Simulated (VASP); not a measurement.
# Settings for Cu: elastic tensor

Cu, Fm-3m (no. 225), 1 atom in the cell. LDA, elastic tensor by finite differences; PAW potentials Cu (LDA set). VASP 6.6.1.

Wanted: elastic constants within 3 %.

Geometry: relaxed with this functional.

Elastic constants: the values given are C11, C12, C44.

POSCAR:
```
Cu
1.0
    0.0000000000      1.7614642662      1.7614642662
    1.7614642662      0.0000000000      1.7614642662
    1.7614642662      1.7614642662      0.0000000000
Cu
1
Direct
    0.0000000000      0.0000000000      0.0000000000
```

The series start from Plane-wave cutoff (eV): 440; k mesh: 24x24x24; Smearing width (eV): 0.1; SCF threshold (eV): 1e-7; Precision mode: Accurate; Displacements: NFREE 2, POTIM 0.015; Projectors in real space: False. Each series keeps the choices made before it, and each single choice may use up half of a tolerance.

## Plane-wave cutoff (eV)

| Plane-wave cutoff (eV) | Elastic constants, largest deviation against the largest value | SCF iterations | Time (s) |
|---|---|---|---|
| 300 | 35 % | 117 | 274 |
| 340 | 0.48 % | 117 | 332 |
| 380 | 2.7 % | 117 | 310 |
| 440 | 2.3 % | 117 | 692 |
| 530 | 1.3 % | 119 | 1000 |
| 650 (reference) | 0 % | 119 | 1457 |

Chosen: 530, the loosest value from which every tighter one stays within half of the tolerance.

## k mesh

| k mesh | Elastic constants, largest deviation against the largest value | Time (s) |
|---|---|---|
| 6x6x6 | 69 % | 62 |
| 7x7x7 | 21 % | 67 |
| 9x9x9 | 28 % | 105 |
| 11x11x11 | 17 % | 136 |
| 14x14x14 | 6.4 % | 204 |
| 18x18x18 | 1.1 % | 343 |
| 24x24x24 | 6.8 % | 1000 |
| 31x31x31 (reference) | 0 % | 1918 |

Chosen: 31x31x31; the next looser run is off by more than half of the tolerance, so convergence isn't shown beyond this value.

## All choices together

| Input | Elastic constants, largest deviation against the largest value | Time (s) |
|---|---|---|
| program defaults, KSPACING-like mesh of 0.5 per A (naive) | 35 % | 5.6 |
| chosen settings | 1.4 % | 1918 |
| reference settings throughout | 0 % | 1873 |

The chosen settings stay within the tolerance of the reference run, but the reference itself isn't shown to be converged in: k mesh, Smearing width (eV), SCF threshold (eV).

Values of the reference run: Elastic constants: 219.2, 166.3, 89.4 GPa.

## The input

INCAR:
```
SYSTEM = Cu
PREC = Accurate ; ENCUT = 530
EDIFF = 1E-7 ; ISMEAR = 1
SIGMA = 0.1 ; LREAL = .False.
LASPH = .True. ; ALGO = Normal
NELM = 120 ; LWAVE = .False.
LCHARG = .False. ; GGA = CA
IBRION = 6 ; NFREE = 2
POTIM = 0.015 ; NSW = 1
ISIF = 3 ; KPAR = 2
```

KPOINTS:
```
Automatic mesh
0
Gamma
  31 31 31
  0 0 0
```

Commands:
```
cat potpaw_LDA.64/Cu/POTCAR > POTCAR
mpirun -np 2 vasp_std > vasp.out
```

The chosen input took VASP 6.6.1 1918 s on 2 cores (Intel Xeon Platinum 8259CL @ 2.50GHz (Skylake/Cascade Lake)), a shared host.

## An input that fails: IBRION = 8, for which VASP prints no elastic tensor

It runs to its end, but its output holds no elastic tensor.

Changes against the starting input:
```
- IBRION = 6
+ IBRION = 8
```
